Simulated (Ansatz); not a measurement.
Here is an Ansatz 0.2.0 calculation.

The input input.yaml:

```yaml
crystal:
  lattice:
    - [2.43942588, 0.0, 0.0]
    - [0.0, 4.69499661, 0.0]
    - [0.0, 0.0, 2.56227473]
  atoms:
    - { symbol: Hf, position: [0.0, 0.0, 0.0] }
    - { symbol: C, position: [0.0, 0.5, 0.75] }
hamiltonian:
  xc: pbe
  pseudopotentials: { kind: paw }
kpoints:
  mp_grid: { grid: [11, 6, 10] }
scf:
  occupations: { method: gaussian, width: 0.021 }
output:
  forces: true
  stress: true
  eigenvalues: true
```

Potentials or basis: Ansatz PAW.

Command:

```sh
$ ansatz run input.yaml --threads 2 --pin off --max-ram 5632MiB --backend cpu --events-out ev --progress --plain --runs-dir out
```

Q: Estimate the band gap on the k mesh.

A: None (metal or under the smearing width).

Q: What does it give for the pressure?

A: 11.3 GPa.

Q: Predict the largest force.

A: 0.112 eV/Å.

Forces in eV/Å, atoms in the order of the input:
```
Hf   0.000  0.000  0.112
C    0.000  0.000 -0.112
```

Spin-orbit coupling is left out, which matters for the levels of Hf.
